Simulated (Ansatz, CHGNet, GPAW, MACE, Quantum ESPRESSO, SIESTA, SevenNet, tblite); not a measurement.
## GPAW on AlN/GaN superlattice along [0001] (64 atoms): settings against a plane-wave reference

Aim: run AlN/GaN superlattice along [0001] (64 atoms) in GPAW and see how near its forces come to a plane-wave reference, and at what cost.

Program: GPAW 26.7.0. Level of theory: the method is named at each step. Results are calculated unless marked as measured.

## Step 1: The starting structure

The cell holds 64 atoms: 24 Al, 32 N and 8 Ga. Its edges and angles: a = 6.378 Å, b = 6.378 Å, c = 19.950 Å, α = 90.0°, β = 90.0°, γ = 120.0°. Wurtzite lattice with in-plane constant 3.189 Å; 3 periods of AlN and 1 of GaN along [0001], 2 x 2 in-plane cells; the two parts stretched along z by 0.9492 and 1.0; every coordinate displaced by a Gaussian of 0.02 Å. Then every atom was moved at random, 0.02 Å r.m.s. a Cartesian component. Regions: AlN, 48 atoms (24 Al and 24 N); GaN, 16 atoms (8 Ga and 8 N). The structure's axis is c.

The yardstick, on the same geometry:

| Quantity | Value |
| --- | --- |
| method | Kohn-Sham DFT, PBE, PAW, plane waves (Ansatz 0.2.0); cutoff 420 eV, Γ point, fermi-dirac smearing of 0.05 eV; PAW set soft_2 |
| r.m.s. force component | 0.9235 eV/Å |
| longest force | 5.011 eV/Å |
| pressure | 1.369 GPa |
| gap (highest filled to lowest empty level) | 2.522 eV |
| SCF cycles | 10 |
| time | 12 s on 4 threads of Arm Neoverse N1, shared host |
| CPU time | 43 s |

## Step 2: PBE, LCAO dzp, h 0.18 Å

Method: Kohn-Sham DFT, PBE, PAW, atomic orbitals (dzp).

run.py

```python
import numpy as np
from ase.io import read
from gpaw import GPAW, FermiDirac

atoms = read("structure.xyz")
atoms.calc = GPAW(
    mode="lcao",
    basis="dzp",
    h=0.18,
    xc="PBE",
    kpts={"size": (1, 1, 1), "gamma": True},
    occupations=FermiDirac(0.05),
    maxiter=200,
    symmetry={"point_group": False},
    txt="gpaw.txt",
)
energy = atoms.get_potential_energy(force_consistent=True)
forces = atoms.get_forces()
print(f"energy {energy:.6f} eV")
print("forces (eV/A)")
for i, (a, f) in enumerate(zip(atoms, forces)):
    print(f"{i:4d} {a.symbol:2s} {f[0]:10.5f} {f[1]:10.5f} {f[2]:10.5f}")
print(f"Fermi level {atoms.calc.get_fermi_level():.4f} eV")
for k in range(len(atoms.calc.get_ibz_k_points())):
    for s in range(atoms.calc.get_number_of_spins()):
        e = atoms.calc.get_eigenvalues(kpt=k, spin=s)
        n = np.searchsorted(e, atoms.calc.get_fermi_level())
        print(f"k {k} spin {s} levels about the Fermi level:", np.round(e[max(n - 6, 0):n], 4).tolist(), "|", np.round(e[n:n + 6], 4).tolist())
```

structure.xyz

```xyz
64
Lattice="6.37800 0.00000 0.00000 -3.18900 5.52351 0.00000 0.00000 0.00000 19.94981" Properties=species:S:1:pos:R:3 pbc="T T T"
Al 6.36336 0.01110 0.01077
N -0.03112 1.86540 0.61485
Al 0.01961 1.83165 2.45283
N 3.18457 5.50280 3.05551
Al 0.01374 0.02215 4.94636
N 0.01359 1.83447 5.51034
Al -0.03199 1.81033 7.35490
N 3.19506 5.49048 7.96436
Al 0.01164 0.00215 9.87954
N 0.01263 1.82618 10.45171
Al -0.03486 1.81497 12.32818
N -3.16553 5.49181 12.94882
Ga -3.18090 5.51014 14.78560
N -0.00277 1.86159 15.43497
Ga 0.03970 1.86302 17.37509
N 3.17730 5.51141 17.96839
Al 4.73095 2.73789 19.93664
N -1.57246 4.57628 0.59690
Al -1.58503 4.61307 2.44425
N -1.54370 2.74447 3.00983
Al -1.60059 2.78048 4.92700
N -1.56274 4.57822 5.49198
Al -1.63427 4.64599 7.35709
N 4.77492 2.76656 7.97573
Al 4.77489 2.70619 9.87077
N -1.54864 4.64649 10.43834
Al -1.63953 4.54386 12.28609
N -1.60464 2.80826 12.97476
Ga -1.58445 2.75098 14.72994
N -1.59495 4.58451 15.40903
Ga -1.58481 4.65035 17.37090
N -1.57412 2.76468 17.98376
Al 3.18300 0.03657 19.89375
N 3.17838 1.87993 0.57515
Al 3.14818 1.84099 2.51846
N 3.18690 0.00011 3.02679
Al -0.02025 5.51009 4.91065
N 3.18450 1.83662 5.50695
Al 3.14206 1.86838 7.40337
N 3.13960 0.01221 7.97294
Al 3.18839 0.00613 9.78817
N 3.21056 1.83182 10.43994
Al 3.16865 1.82121 12.34015
N -0.02621 5.49777 12.87920
Ga 3.20000 0.01541 14.78002
N 3.22988 1.83966 15.42938
Ga 3.18737 1.82182 17.34417
N 3.23272 0.02944 17.98894
Al 1.61418 2.76004 19.92308
N 1.57144 4.57949 0.62902
Al 1.54080 4.58650 2.39916
N 1.59450 2.80053 2.99327
Al 1.63165 2.79937 4.94695
N 1.55374 4.60738 5.49996
Al 1.60770 4.60053 7.34931
N 1.61115 2.72674 7.98750
[... 4 atom lines left out ...]
Ga 1.56302 2.80953 14.77882
N 1.62234 4.60478 15.36475
Ga 1.57368 4.61031 17.39224
N 1.63146 2.83549 17.97059
```

Command:

```bash
OMP_NUM_THREADS=1 python run.py > output.txt
```

What it wrote:

```text
energy -407.687797 eV
forces (eV/A)
   0 Al    0.22159   -0.18704   -0.19254
   1 N     0.44410   -0.57728   -1.77693
   2 Al   -0.26675   -0.14010    1.00725
   3 N     0.02659    0.12417   -0.61133
   4 Al   -0.24963   -0.41408   -0.29540
   5 N     0.09243    0.25375   -0.80260
   6 Al    0.18036    0.52353    1.28922
   7 N    -0.65680    0.69882   -0.54867
   8 Al    0.29786   -0.53103    0.01065
   9 N    -0.65662   -0.09058   -0.48250
  10 Al    1.01928    0.39202    1.16073
  11 N    -0.73143    0.66911   -4.42156
  12 Ga    0.49367    0.63831    2.68278
  13 N     0.26814   -0.42366   -0.32246
  14 Ga   -0.63300   -0.06144    0.10716
  15 N     0.39002    0.81143    2.10467
  16 Al    1.06012    0.66079   -0.32671
  17 N    -0.37056    0.73836   -1.55424
  18 Al   -0.31401   -0.47458    0.89436
  19 N    -1.03023    0.25251    0.25259
  20 Al    0.37118   -0.69101   -0.07798
  21 N    -0.77758    0.49272   -0.44146
  22 Al    0.89135   -1.06446    1.17036
  23 N     0.04761   -0.10749   -0.66785
[...]
56 Al    1.26738    0.48902    1.07074
  57 N    -0.54375    0.06635   -0.74634
  58 Al   -0.16828   -1.02214    1.28675
  59 N    -1.04672    0.17315   -4.01128
  60 Ga    0.82783   -1.29404    2.10592
  61 N    -0.74795    0.64771    1.28533
  62 Ga    0.89926    0.70264   -1.74474
  63 N    -0.26727   -1.92417    2.03441
Fermi level 8.1876 eV
k 0 spin 0 levels about the Fermi level: [6.0172, 6.4171, 6.4469, 6.5367, 6.9423, 6.9933] | [9.5096, 10.4412, 10.5754, 10.6667, 10.699, 10.7851]
```

gpaw.txt:

```text
Input parameters:
  mode=LCAO(),
  basis={'default': 'dzp'},
  h=0.18,
  kpts=MonkhorstPack(size=(1, 1, 1), gamma=True),
  maxiter=200,
  occupations=Occupations(name='fermi-dirac', width=0.05, fixmagmom=False),
  symmetry=Symmetry(point_group=False),
  xc=XC(name='PBE')
Unit cell  # Å
| periodic |         x |        y |         z |   lengths |     angles |
|----------|-----------|----------|-----------|-----------|------------|
|      yes |  6.378000 | 0.000000 |  0.000000 |  6.378000 |  90.000000 |
|      yes | -3.189000 | 5.523510 |  0.000000 |  6.378000 |  90.000000 |
|      yes |  0.000000 | 0.000000 | 19.949810 | 19.949810 | 120.000000 |
Number of symmetries: 1
Symmetry operations  # r_c * U_cc + t_c -> r_c
|   | kind |            matrix            |
|---|------|------------------------------|
| 0 |  E   |  1, 0, 0,  0, 1, 0,  0, 0, 1 |
BZ-sampling:
  Number of BZ points: 1
  Number of IBZ points: 1
  Monkhorst-Pack size: [1, 1, 1]
  Monkhorst-Pack shift: [0, 0, 0]
[... lines left out ...]
  MSR1-Mixer
occupation numbers:
  Fermi-Dirac:
    width: 0.0500  # eV
FastPoissonSolver using
    Stencil: 8*3+1=25 point O(h^6) finite-difference Laplacian
xc functional:
  name: PBE with 2 nearest neighbor stencil
interpolation: tri-quintic # 5. degree polynomial
Initialization done in: 14.592 s
convergence criteria:
- Maximum [total energy] change in last 3 cyles: 0.0005 eV / valence electron
- Maximum integral of absolute [dens]ity change: 0.0001 electrons / valence electron
- Maximum integral of absolute [eigenst]ate change: 4e-08 eV^2 / valence electron
maximum number of iterations: 200
SCF iterations
|iter     |      energy | eigst |  dens |
|---------|-------------|-------|-------|
|iter:   1| -461.975011 |      c|       |
|iter:   2| -447.924450 |      c| -0.58 |
|iter:   3| -407.381091 |      c| -0.63 |
|iter:   4| -407.612626 |      c| -1.27 |
|iter:   5| -407.980322 |      c| -1.56 |
|iter:   6| -407.688761 |      c| -2.11 |
|iter:   7| -407.688304 |      c| -3.10 |
|iter:   8| -407.687831c|      c| -3.37 |
|iter:   9| -407.687821c|      c| -3.73 |
|iter:  10| -407.687797c|      c| -3.99 |
|iter:  11| -407.687797c|      c| -4.42c|
Converged in 11 steps
SCF loop duration: 377.399 s (34.309 s/step)
Energy contributions relative to reference atoms: (reference = -628974.618724)
Energy contributions:
  Kinetic:         766.373405
  Coulomb:        -639.374330
  Zero:             12.101129
  External:          0.000000
  Xc:             -546.788001
  Entropy:          -0.000000
  Spinorbit:         0.000000
  ----------------------------
  Free energy:    -407.687797
  Extrapolated:   -407.687797
dipole moment: (-56.305031, 6.417019, 37.764209)  # |e|*Ang
Fermi level: 8.188
Eigenvalues  # (at kpt = [0.000, 0.000, 0.000])
| band index |      eig [eV] | occ [0-2] |
|------------|---------------|-----------|
|          0 |        -9.240 |     2.000 |
|        ... |               |           |
|        120 |         5.846 |     2.000 |
|        121 |         6.001 |     2.000 |
[...]
|        135 |        10.946 |     0.000 |
|        ... |               |           |
|        157 |        12.304 |     0.000 |
Gap: 2.516 eV
Transition (v -> c):
  (s=0, k=0, n=127, [0.00, 0.00, 0.00]) -> (s=0, k=0, n=128, [0.00, 0.00, 0.00])
No difference between direct/indirect transitions
Force computation time: 97.428  # s
timing:  # [seconds]
  Total:  489.467  # ━━━━━━━━━━━━━━━━━━━━━━━━━━━━━━━━━━━━━━━━━━━━━━━━━━━━━━━━
  Init:    14.592  # ━╸
  SCF:    377.399  # ━━━━━━━━━━━━━━━━━━━━━━━━━━━━━━━━━━━━━━━━━━━
  Forces:  97.428  # ━━━━━━━━━━━
```

Elapsed: 8.2 min, on 1 thread of Arm Neoverse N1, shared host; peak memory 1.4 GiB.

Banners, paths, timers and routine set-up lines are dropped from the logs unmarked, and long logs keep their key lines alone; longer cuts are marked.

Against the reference:

```yaml
r_m_s_force_component: 1.157 eV/Å
r_m_s_difference_of_force_components: 280 meV/Å
longest_difference_of_force_vectors: 2100 meV/Å
force_difference_over_r_m_s_force: 30.31 %
slope_of_forces_against_the_reference_s: 1.239
correlation_of_force_components: 0.9889
spacing_of_highest_filled_and_lowest_empty_level: 2.516 eV
gap_difference: -0.0056 eV
```

This run lies far from the reference in forces at the same functional. Basis and potentials both differ; the latter hold 256 valence electrons against the reference's 336.

Length of the force difference by element (eV/Å):

```csv
element,atoms,mean,most
Al,24,0.077,0.18
Ga,8,0.58,1.6
N,32,0.35,2.1
```

Levels nearest the highest filled one (eV from it): -0.98, -0.58, -0.55, -0.46, -0.05, 0.00, 2.52, 3.45, 3.58, 3.67, 3.71, 3.79.

Local excerpt of 9 atoms (numbers count through the whole input) about N28, which bears the longest force; x, y, z are measured from there.

```csv
atom,x,y,z,distance (Å),bonds,Fx,Fy,Fz (eV/Å)
N28,0.00,0.00,0.00,0.00,4,0.07,-1.38,-6.94
Ga29,0.02,-0.06,1.76,1.76,4,0.00,0.20,5.82
Al27,-0.03,1.74,-0.69,1.87,4,0.88,1.30,1.07
Al11,1.57,-0.99,-0.65,1.97,4,1.02,0.39,1.16
Al43,-1.60,-0.99,-0.63,1.99,4,-0.02,-0.10,0.33
N30,0.01,1.78,2.43,3.01,4,0.47,0.42,0.33
N46,-1.54,-0.97,2.45,3.06,4,-0.93,0.21,-0.57
N14,1.60,-0.95,2.46,3.08,4,0.27,-0.42,-0.32
N12,-1.56,2.68,-0.03,3.10,4,-0.73,0.67,-4.42
```

Atoms are counted from 1 here, from 0 in the log.

Forces lie 30 % from the reference's, at 11 times its CPU time (on 1 against 4 cores).

## Step 3: PBE, LCAO szp(dzp), h 0.18 Å

Method: Kohn-Sham DFT, PBE, PAW, atomic orbitals (szp(dzp)).

run.py: that of step 2 with these lines changed.

```diff
@@ -7,3 +7,3 @@
     mode="lcao",
-    basis="dzp",
+    basis="szp(dzp)",
     h=0.18,
```

structure.xyz is that of step 2.

What it wrote:

```text
energy -402.321968 eV
forces (eV/A)
   0 Al    0.22619   -0.18681   -0.16337
   1 N     0.45275   -0.57365   -1.80683
   2 Al   -0.25113   -0.15432    1.04224
   3 N     0.01922    0.11719   -0.65803
   4 Al   -0.24133   -0.41775   -0.27147
   5 N     0.09881    0.26386   -0.83932
   6 Al    0.18585    0.51509    1.31342
   7 N    -0.65834    0.71113   -0.58258
   8 Al    0.31725   -0.54000    0.01046
   9 N    -0.67551   -0.09794   -0.50921
  10 Al    1.04246    0.40246    1.13485
  11 N    -0.74078    0.66413   -4.54199
[...]
59 N    -1.06490    0.19058   -4.13513
  60 Ga    0.89585   -1.34920    2.21085
  61 N    -0.78305    0.67809    1.34688
  62 Ga    0.93750    0.73497   -1.78796
  63 N    -0.26042   -1.98069    2.09559
Fermi level 8.3294 eV
k 0 spin 0 levels about the Fermi level: [6.043, 6.4561, 6.4881, 6.5939, 6.999, 7.0528] | [9.8618, 10.6399, 10.7144, 10.7796, 10.8281, 10.9426]
```

gpaw.txt:

```text
Input parameters:
  mode=LCAO(),
  basis={'default': 'szp(dzp)'},
  h=0.18,
  kpts=MonkhorstPack(size=(1, 1, 1), gamma=True),
  maxiter=200,
  occupations=Occupations(name='fermi-dirac', width=0.05, fixmagmom=False),
  symmetry=Symmetry(point_group=False),
  xc=XC(name='PBE')
[... lines left out ...]
  Fermi-Dirac:
[... lines left out ...]
convergence criteria:
- Maximum [total energy] change in last 3 cyles: 0.0005 eV / valence electron
[... lines left out ...]
Converged in 10 steps
[... lines left out ...]
  Free energy:    -402.321968
[... lines left out ...]
Fermi level: 8.329
[... lines left out ...]
|          0 |        -9.238 |     2.000 |
|        ... |               |           |
|        120 |         5.879 |     2.000 |
|        121 |         6.027 |     2.000 |
[...]
|        135 |        11.036 |     0.000 |
|        ... |               |           |
|        157 |        12.475 |     0.000 |
Gap: 2.809 eV
Transition (v -> c):
  (s=0, k=0, n=127, [0.00, 0.00, 0.00]) -> (s=0, k=0, n=128, [0.00, 0.00, 0.00])
No difference between direct/indirect transitions
Force computation time: 73.323  # s
timing:  # [seconds]
  Total:  357.191  # ━━━━━━━━━━━━━━━━━━━━━━━━━━━━━━━━━━━━━━━━━━━━━━━━━━━━━━━━
  Init:    12.761  # ━━
  SCF:    271.051  # ━━━━━━━━━━━━━━━━━━━━━━━━━━━━━━━━━━━━━━━━━━╸
  Forces:  73.323  # ━━━━━━━━━━━╸
```

Run time: 6 min. Hardware: 1 thread; peak memory 1.3 GiB.

Against the reference:

```
r.m.s. force component                           : 1.187 eV/Å
r.m.s. difference of force components            : 310.4 meV/Å
longest difference of force vectors              : 2276 meV/Å
force difference over r.m.s. force               : 33.61 %
slope of forces against the reference's          : 1.269
correlation of force components                  : 0.9877
gap (highest filled to lowest empty level) : 2.809 eV
gap difference                                   : 0.2871 eV
```

This is a coarse setting, run to see what it loses.

Against the first run (30 %), the force difference from the reference is 34 %, at 0.73 times the CPU time, with 576 basis functions against 832: the smaller basis costs accuracy.

## Step 4: PBE, LCAO sz(dzp), h 0.18 Å

Method: Kohn-Sham DFT, PBE, PAW, atomic orbitals (sz(dzp)).

run.py: that of step 3 with these lines changed.

```diff
@@ -7,3 +7,3 @@
     mode="lcao",
-    basis="szp(dzp)",
+    basis="sz(dzp)",
     h=0.18,
```

structure.xyz is that of step 3.

What it wrote:

```text
energy -371.086345 eV
forces (eV/A)
   0 Al    0.18789   -0.30044   -0.55007
   1 N     0.45005   -0.54113   -1.72301
   2 Al   -0.26124   -0.06275    1.01764
   3 N    -0.04358    0.13083   -0.60424
   4 Al   -0.37900   -0.58365   -0.58636
   5 N     0.10513    0.38779   -0.76093
[...]
61 N    -0.86070    0.73904    1.39140
  62 Ga    1.02490    0.80946   -2.21298
  63 N    -0.27933   -2.11526    1.80672
Fermi level 8.9888 eV
k 0 spin 0 levels about the Fermi level: [6.9095, 7.2199, 7.2483, 7.3677, 7.7556, 7.8143] | [10.1844, 11.2149, 11.3282, 12.3614, 12.3727, 12.389]
```

gpaw.txt:

```text
Input parameters:
  mode=LCAO(),
  basis={'default': 'sz(dzp)'},
  h=0.18,
  kpts=MonkhorstPack(size=(1, 1, 1), gamma=True),
  maxiter=200,
  occupations=Occupations(name='fermi-dirac', width=0.05, fixmagmom=False),
[... lines left out ...]
  Fermi-Dirac:
[... lines left out ...]
convergence criteria:
- Maximum [total energy] change in last 3 cyles: 0.0005 eV / valence electron
[... lines left out ...]
Converged in 10 steps
[... lines left out ...]
  Free energy:    -371.086345
[... lines left out ...]
Fermi level: 8.989
[... lines left out ...]
|        ... |               |           |
|        157 |        14.256 |     0.000 |
Gap: 2.370 eV
Transition (v -> c):
  (s=0, k=0, n=127, [0.00, 0.00, 0.00]) -> (s=0, k=0, n=128, [0.00, 0.00, 0.00])
No difference between direct/indirect transitions
Force computation time: 17.958  # s
timing:  # [seconds]
  Total:  101.955  # ━━━━━━━━━━━━━━━━━━━━━━━━━━━━━━━━━━━━━━━━━━━━━━━━━━━━━━━━
  Init:    11.008  # ━━━━━━
  SCF:     72.935  # ━━━━━━━━━━━━━━━━━━━━━━━━━━━━━━━━━━━━━━━━
  Forces:  17.958  # ━━━━━━━━━━
```

Run time: 1.7 min. Hardware: 1 thread; peak memory 0.96 GiB.

Compared with the plane-wave run:

```yaml
r_m_s_force_component: 1.217 eV/Å
r_m_s_difference_of_force_components: 338.5 meV/Å
longest_difference_of_force_vectors: 2216 meV/Å
force_difference_over_r_m_s_force: 36.66 %
slope_of_forces_against_the_reference_s: 1.301
correlation_of_force_components: 0.9872
spacing_of_highest_filled_and_lowest_empty_level: 2.37 eV
gap_difference: -0.1518 eV
```

This is a coarse setting, run to see what it loses.

Against the first run (30 %), the force difference from the reference is 37 %, at 0.21 times the CPU time, with 256 basis functions against 832: the smaller basis costs accuracy.

## Step 5: PBE, LCAO dzp, h 0.22 Å

Method: Kohn-Sham DFT, PBE, PAW, atomic orbitals (dzp).

run.py: that of step 4 with these lines changed.

```diff
@@ -7,4 +7,4 @@
     mode="lcao",
-    basis="sz(dzp)",
-    h=0.18,
+    basis="dzp",
+    h=0.22,
     xc="PBE",
```

structure.xyz is that of step 4.

What it wrote:

```text
energy -388.436810 eV
forces (eV/A)
   0 Al    0.23959   -0.18912   -0.19970
   1 N     0.98773   -0.98462   -1.73226
   2 Al   -0.25382   -0.14599    0.99474
   3 N     0.12301    0.53707   -0.57628
   4 Al   -0.23918   -0.42798   -0.27858
   5 N    -0.20109    0.40168   -0.83511
   6 Al    0.19038    0.53182    1.26472
   7 N    -0.73382    1.32076   -0.52018
   8 Al    0.30624   -0.53648    0.00538
   9 N    -0.89675    0.24991   -0.55366
  10 Al    1.01903    0.39934    1.17466
  11 N    -1.06637    1.21991   -4.48654
[...]
59 N    -1.77708    0.16197   -4.00101
  60 Ga    0.83324   -1.29893    2.09620
  61 N    -1.33644    0.51196    1.35936
  62 Ga    0.90831    0.70477   -1.69475
  63 N    -0.71414   -2.76651    2.10076
Fermi level 8.1752 eV
k 0 spin 0 levels about the Fermi level: [6.0058, 6.4148, 6.4323, 6.5568, 6.9431, 6.9757] | [9.531, 10.4641, 10.588, 10.6819, 10.7083, 10.7946]
```

gpaw.txt:

```text
Input parameters:
  mode=LCAO(),
  basis={'default': 'dzp'},
  h=0.22,
  kpts=MonkhorstPack(size=(1, 1, 1), gamma=True),
  maxiter=200,
  occupations=Occupations(name='fermi-dirac', width=0.05, fixmagmom=False),
  symmetry=Symmetry(point_group=False),
  xc=XC(name='PBE')
[... lines left out ...]
  Fermi-Dirac:
[... lines left out ...]
convergence criteria:
- Maximum [total energy] change in last 3 cyles: 0.0005 eV / valence electron
[... lines left out ...]
Converged in 11 steps
[... lines left out ...]
  Free energy:    -388.436810
[... lines left out ...]
Fermi level: 8.175
[... lines left out ...]
|          0 |        -9.242 |     2.000 |
|        ... |               |           |
|        120 |         5.840 |     2.000 |
|        121 |         5.993 |     2.000 |
[...]
|        135 |        10.955 |     0.000 |
|        ... |               |           |
|        157 |        12.318 |     0.000 |
Gap: 2.555 eV
Transition (v -> c):
  (s=0, k=0, n=127, [0.00, 0.00, 0.00]) -> (s=0, k=0, n=128, [0.00, 0.00, 0.00])
No difference between direct/indirect transitions
Force computation time: 48.028  # s
timing:  # [seconds]
  Total:  247.924  # ━━━━━━━━━━━━━━━━━━━━━━━━━━━━━━━━━━━━━━━━━━━━━━━━━━━━━━━━
  Init:    11.886  # ━━╸
  SCF:    187.949  # ━━━━━━━━━━━━━━━━━━━━━━━━━━━━━━━━━━━━━━━━━━╸
  Forces:  48.028  # ━━━━━━━━━━━
```

Run time: 4.2 min. Hardware: 1 thread; peak memory 0.72 GiB.

Against the reference:

| Quantity | Value |
| --- | --- |
| r.m.s. force component | 1.256 eV/Å |
| r.m.s. difference of force components | 407.2 meV/Å |
| longest difference of force vectors | 2288 meV/Å |
| force difference over r.m.s. force | 44.09 % |
| slope of forces against the reference's | 1.328 |
| correlation of force components | 0.9764 |
| gap (highest filled to lowest empty level) | 2.555 eV |
| gap difference | 0.0334 eV |
| energy less the same-level run's | 300.8 meV/atom |
| r.m.s. force difference from the same-level run | 265.9 meV/Å |

This is a coarse setting, run to see what it loses.

Against the first run (30 %), the force difference from the reference is 44 %, at 0.51 times the CPU time: the grid matters here.

The forces add up to 4.6 eV/Å instead of zero, usually a sign of too coarse a grid.

(Continued in part 2 of 2.)

[Also dropped from logs without a mark: logging warnings of Python, and SIESTA's first energy breakdown and zero terms.]

[Logs are printed without paths, hosts, clocks, repeated set-up lines and the standing remarks that a program may print on its own settings, such as how far it seeks lower states.]

[Hosts, paths, dates, database ids (printed as entryN), source tags and the programs' standing remarks are cut or masked in the printed files.]
